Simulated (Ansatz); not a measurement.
## SiC (wurtzite) under strain

SiC (wurtzite), relaxed with r2SCAN in Ansatz 0.2.0. It is hexagonal, P6_3mc (No. 186); a = 3.075 Å, c = 5.048 Å in the conventional setting, 10.34 Å³ an atom. Around Si lie 4 C at 1.88–1.90 Å; around C lie 4 Si at 1.88–1.90 Å.

The axes x, y and z are those of this cell:
```xyz
4
Lattice="3.0754 0.0000 0.0000 -1.5377 2.6633 0.0000 0.0000 0.0000 5.0481" Properties=species:S:1:pos:R:3 pbc="T T T"
Si    0.0000    1.7756   -0.0021
Si    1.5377    0.8878    2.5220
C     0.0000    1.7756    1.8951
C     1.5377    0.8878    4.4192
```

Unstrained: With PBE the valence top lies at Γ and the conduction bottom at K, 2.277 eV higher; the smallest vertical gap, at M, is 3.978 eV. r2SCAN gives an indirect gap of 2.653 eV, from Γ to K; the least direct gap is 4.476 eV at M. The HSE06 gap is indirect, 3.160 eV (Γ to K), below the direct gap of 5.060 eV at M. Meshes: PBE 12×12×6, r2SCAN 12×12×6, HSE06 6×6×4. Strains are changes of length per length. After each strain the atoms were relaxed again with r2SCAN within the symmetry that the strain leaves, so tilts or polar shifts that break it weren't tested; points keep the names that they have in the unstrained zone. The values are computed, spin-unpolarised, and not measurements.

Changes of the least gap in eV (an overlap counts as a negative gap):
```
                                                      strain  volume change (%)  space group     PBE  r2SCAN   HSE06  energy rise, r2SCAN (meV/atom)
                                     uniaxial +3.0 % along z               +3.0       P6_3mc  -0.133  -0.149  -0.139                            15.9
                            isotropic +5.0 % on every length              +15.8       P6_3mc  +0.253  +0.207  +0.217                           143.3
epitaxial -1.0 % in the xy plane, free normal strain +0.18 %               -1.8       P6_3mc  -0.124  -0.122  -0.120                             4.2
```

Uniaxial +3.0 % along z, other directions held. HSE06: the gap goes from 3.160 to 3.021 eV (-0.139 eV); with r2SCAN the top three valence levels at Γ, grouped 2+1 from the top over 112 meV, become 2+1 over 360 meV. Stress change with r2SCAN, compression positive: xx -1.18, yy -1.18, zz -16.03 GPa.

Isotropic +5.0 % on every length. HSE06: the gap goes from 3.160 to 3.377 eV (+0.217 eV); with r2SCAN the top three valence levels at Γ, grouped 2+1 from the top over 112 meV, become 2+1 over 89 meV. Stress change with r2SCAN, compression positive: xx -25.17, yy -25.17, zz -24.55 GPa. For HSE06, dE_g/d ln V = 1.5 eV over this step.

Epitaxial -1.0 % in the xy plane, free normal strain +0.18 %. HSE06: the gap goes from 3.160 to 3.040 eV (-0.120 eV); with r2SCAN the top three valence levels at Γ, grouped 2+1 from the top over 112 meV, become 2+1 over 235 meV. Stress change with r2SCAN, compression positive: xx +6.58, yy +6.58, zz 0.00 GPa.

The meshes of the hybrids are coarse, so their gaps aren't converged to the digits shown.

The splittings at Γ are without spin-orbit coupling, which regroups them where it is of like size or larger.
